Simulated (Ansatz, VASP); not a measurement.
# ZrB5: VASP beside Ansatz

Contents of INCAR:

```
SYSTEM = ZrB5
  PREC = Accurate
  ENCUT = 520
  EDIFF = 1E-7
  ISMEAR = 0
  SIGMA = 0.1
  LREAL = .FALSE.
  LASPH = .TRUE.
  NELM = 100
  ALGO = Normal
  ISIF = 2
  LWAVE = .FALSE.
  LCHARG = .FALSE.
  GGA = PE
  NBANDS = 22
```

The input KPOINTS:

```
Automatic mesh
0
G
  6 6 4
  0 0 0
```

The input POSCAR:

```
ZrB5
1.0
    3.8875272100     -2.2451587200      0.0000000000
    3.8875272100      2.2451587200      0.0000000000
   -2.5689284700      0.0000000000      4.2397830100
Zr B
1 5
Direct
    0.1666855400      0.8333144600      0.5000000000
    0.0031722200      0.9968277800      0.0000000000
    0.3300977100      0.3331351700      0.9997445900
    0.6668648300      0.6699022900      0.0002554100
    0.5003882600      0.1672045300      0.5011808900
    0.8327954700      0.4996117400      0.4988191100
```

Input for Ansatz:

```yaml
crystal:
  lattice:
    - [3.88752721, -2.24515872, 0.0]
    - [3.88752721, 2.24515872, 0.0]
    - [-2.56892847, 0.0, 4.23978301]
  atoms:
    - { symbol: Zr, position: [0.16668554, 0.83331446, 0.5] }
    - { symbol: B, position: [0.00317222, 0.99682778, 0.0] }
    - { symbol: B, position: [0.33009771, 0.33313517, 0.99974459] }
    - { symbol: B, position: [0.66686483, 0.66990229, 0.00025541] }
    - { symbol: B, position: [0.50038826, 0.16720453, 0.50118089] }
    - { symbol: B, position: [0.83279547, 0.49961174, 0.49881911] }
basis:
  ecutwfc: 420
kpoints:
  mp_grid: { grid: [6, 6, 4] }
hamiltonian:
  xc: pbe
scf:
  occupations: { method: gaussian, width: 0.1 }
  lower_state_search: "off"
output:
  forces: true
  stress: true
  eigenvalues: true
```

Change from the starting cell: species swapped into the Li5Mg type (C2, No. 5).

Alike in both runs: task single point; functional PBE; k mesh 6 × 6 × 4; occupations gaussian, width 0.1 eV; no spin polarisation.

|  | VASP | Ansatz |
| --- | --- | --- |
| version | VASP 6.6.1 | Ansatz 0.2.0 |
| potentials or method | VASP PAW PBE potentials, release 64 (Zr_sv, B) | scalar-relativistic, plane waves, PAW |
| plane-wave cutoff (eV) | 520 | 420 |
| valence electrons in the cell | 27 | 27 |

```csv
,VASP,Ansatz,Ansatz less VASP
gap on the k mesh at the Fermi level (eV),none,none,-
pressure (GPa),-24.3,-24.3,-0.03
largest component of the traceless stress (GPa),8.92,8.92,+0.001
rms of the force components (eV/Å),0.264,0.264,-0.0003
```

Atom by atom the forces differ by 0.001 eV/Å (rms over components). A gap of «none» marks a metal or a gap that the smearing closes.

Caveats: the k mesh is coarse (spacing up to 0.37 Å⁻¹), so the values aren't converged; so large a pressure means that the cell lies far from this level's equilibrium, or that cutoff or potentials fall short (VASP).
